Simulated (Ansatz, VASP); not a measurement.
KBr in VASP and in Ansatz

INCAR

```
PREC     = Accurate       # precision mode
ENCUT    = 520            # plane-wave cutoff, eV
EDIFF    = 1E-7           # SCF threshold, eV
ISMEAR   = 0              # smearing method
SIGMA    = 0.1            # smearing width, eV
LREAL    = F              # projectors in reciprocal space
LASPH    = T              # aspherical terms in the spheres
NELM     = 100            # most SCF steps
ALGO     = Normal         # electronic algorithm
ISIF     = 2              # what is computed and relaxed
LWAVE    = F              # write WAVECAR
LCHARG   = F              # write CHGCAR
GGA      = PE             # functional
NBANDS   = 15             # bands
```

The input KPOINTS:

```
regular mesh
0
Gamma
  6 6 6
```

POSCAR

```
KBr
1.0
    0.0000000000      3.2945409698      3.2945409698
    3.2945409698      0.0000000000      3.2945409698
    3.2945409698      3.2945409698      0.0000000000
K Br
1 1
Direct
    0.0000000000      0.0000000000      0.0000000000
    0.5000000000      0.5000000000      0.5000000000
```

Input for Ansatz:

```yaml
crystal:
  lattice:
    - [0.0, 3.2945409698, 3.2945409698]
    - [3.2945409698, 0.0, 3.2945409698]
    - [3.2945409698, 3.2945409698, 0.0]
  atoms:
    - { symbol: K, position: [0.0, 0.0, 0.0] }
    - { symbol: Br, position: [0.5, 0.5, 0.5] }
basis:
  ecutwfc: 420
kpoints:
  mp_grid: { grid: [6, 6, 6] }
hamiltonian:
  xc: pbe
scf:
  occupations: { method: gaussian, width: 0.1 }
output:
  forces: true
  stress: true
  eigenvalues: true
```

The cell is a database's computed one.

Alike in both runs: task single point; functional PBE; k mesh 6 × 6 × 6; occupations gaussian, width 0.1 eV; no spin polarisation.

```csv
,VASP,Ansatz
version,VASP 6.6.1,Ansatz 0.2.0
potentials or method,"VASP PAW PBE potentials, release 64 (K_sv, Br)","scalar-relativistic, plane waves, PAW"
plane-wave cutoff (eV),520,420
valence electrons in the cell,16,16
```

|  | VASP | Ansatz | Ansatz less VASP |
| --- | --- | --- | --- |
| gap on the k mesh at the Fermi level (eV) | 4.45 | 4.45 | +0.002 |
| least direct gap on the mesh (eV) | 4.45 | 4.45 | +0.002 |
| pressure (GPa) | 0.8 | 0.8 | -0.04 |

With one functional, cell and mesh, what is left measures potentials, basis and numerics.
